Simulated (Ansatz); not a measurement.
**N-14 nuclear quadrupole resonance in Si₃N₄**

Cell: a COD entry whose atoms were relaxed with PBE, the cell held.

```cif
data_Si3N4
_symmetry_space_group_name_H-M 'I-43d'
_symmetry_Int_Tables_number 220
_cell_length_a 6.4747
_cell_length_b 6.4747
_cell_length_c 6.4747
_cell_angle_alpha 90.000
_cell_angle_beta 90.000
_cell_angle_gamma 90.000
loop_
_atom_site_label
_atom_site_type_symbol
_atom_site_symmetry_multiplicity
_atom_site_Wyckoff_symbol
_atom_site_fract_x
_atom_site_fract_y
_atom_site_fract_z
Si Si 12 b 0.3750 0.5000 0.7500
N N 16 c 0.2814 0.2814 0.2814
```

One atom of each set is listed; the run and its k-mesh use a cell of 14 atoms with edges of 5.61, 5.61, 5.61 Å.

Level of theory: DFT, r2SCAN, plane waves and PAW, scalar-relativistic, 500 eV cutoff, Γ-centred 6×6×6 k-points, Fermi–Dirac smearing 0.02 eV (Ansatz 0.2.0).

N-14: I = 1, Q = 20.44 mb (year-2017 value). Static lattice, zero field.

Question: At which frequencies do the N-14 NQR lines lie?

Answer: For I = 1 the lines are ν± = (3/4)|C_Q|(1 ± η/3) and ν₀ = |C_Q|η/2.

| site | atoms | V_zz (10²¹ V/m²) | C_Q (MHz) | η | line frequencies (MHz) |
| --- | --- | --- | --- | --- | --- |
| N | 8 | -5.92 | -2.93 | 0.00 | 2.19 |

An axis of threefold or higher order runs through N, so V_zz lies along it and η is zero.
